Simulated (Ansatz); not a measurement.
A run of Ansatz 0.2.0 is set up as follows.

input.yaml

```yaml
crystal:
  lattice:
    - [2.8862, 0.0, 0.0]
    - [-1.4431, 2.4995225204, 0.0]
    - [0.0, 0.0, 10.0]
  atoms:
    - { symbol: Ag, position: [0.0, 0.0, 0.5] }
    - { symbol: Ag, position: [0.0, 0.0, 0.0] }
    - { symbol: Ag, position: [0.6666666667, 0.3333333333, 0.75] }
    - { symbol: Ag, position: [0.3333333333, 0.6666666667, 0.25] }
kpoints:
  mp_grid: { grid: [11, 11, 3] }
scf:
  occupations: { method: fermi_dirac, width: 0.05 }
hamiltonian:
  xc: pbesol
  pseudopotentials: { kind: all_electron, lapw: { basis_error: 0.001 } }
output:
  forces: true
  stress: true
  eigenvalues: true
  populations: true
```

Potentials or basis: all-electron LAPW, scalar-relativistic.

Command:

```bash
$ ansatz run input.yaml --threads 2 --pin off --max-ram 8192MiB --backend cpu --events-out ev --progress --plain --runs-dir out
```

**Question.** What does it give for the band gap on the k mesh?

**Answer.** None (metal or under the smearing width).

**Question.** Predict the pressure.

**Answer.** -7.2 GPa.

Stress tensor (GPa, compression positive):
```
-6.05  0.00  0.00
 0.00 -6.05  0.00
 0.00  0.00 -9.37
```
